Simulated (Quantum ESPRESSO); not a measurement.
Crystal: FeSi2 (Linzhiite).

```xyz
3
Lattice="2.6840 0.0000 0.0000 0.0000 2.6840 0.0000 0.0000 0.0000 5.1280" Properties=species:S:1:pos:R:3 pbc="T T T"
Fe    0.0000    0.0000    0.0000
Si    1.3420    1.3420    3.7434
Si    1.3420    1.3420    1.3846
```

Base run:

- Program: Quantum ESPRESSO 7.5
- Functional: PBEsol
- Potentials or basis: GBRV 1.5 PBEsol
- Cutoff: 762 eV
- Density cutoff: 6095 eV
- k mesh: 8 × 8 × 4
- Occupations: fermi-dirac, width 0.05 eV
- Spin: collinear spin, ferromagnetic start
- Starting moments: [3.0, 0.0, 0.0] μB
- Hubbard terms: Fe d U = 1 eV

Its results: band gap on the k mesh none (metal or under the smearing width); pressure -2.1 GPa; net moment 0.13 μB per cell; site moments Fe +0.14; Si -0.01 μB; largest force 0.244 eV/Å.

The run is repeated on the same cell with these changes: hubbard terms from Fe d U = 1 eV to Fe d U = 8 eV. What comes out?

Band gap on the k mesh none (metal or under the smearing width); pressure 27.7 GPa; net moment 2.23 μB per cell; site moments Fe +2.38; Si -0.06 μB; largest force 2.031 eV/Å.

Caveats: the U is typed as a test and isn't derived for this compound; forces of over 1 eV/Å show positions far from the minimum, so gaps and moduli don't describe the material at rest (some runs).

Not every run made on this cell is shown here.
